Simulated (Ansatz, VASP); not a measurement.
HgSe (lda): VASP beside Ansatz

```
Hg Se
1.0
     0.00000    3.03155    3.03155
     3.03155    0.00000    3.03155
     3.03155    3.03155    0.00000
Hg Se
1 1
Direct
  0.00000 0.00000 0.00000
  0.25000 0.25000 0.25000
```

Alike in both runs: functional LDA; k mesh 12 × 12 × 12; occupations gaussian, width 0.1 eV; no spin polarisation.

Ansatz relaxed the structure, and its values are those at the end. VASP's run is a single point on that final structure, the one shown.

|  | VASP | Ansatz |
| --- | --- | --- |
| version | VASP 6.6.1 | Ansatz 0.2.0 |
| potentials or method | VASP PAW LDA potentials, release 64 (Hg, Se) | scalar-relativistic, plane waves, PAW |
| plane-wave cutoff (eV) | 520 | 420 |
| valence electrons in the cell | 18 | 36 |

```tsv
	VASP	Ansatz	Ansatz less VASP
gap on the k mesh at the Fermi level (eV)	none	none	-
pressure (GPa)	0.5	0.0	-0.50
```

A gap of «none» marks a metal or a gap that the smearing closes. The two sets of potentials don't hold the same shells in valence.

The runs have no spin-orbit coupling, so splittings on Hg are missing.
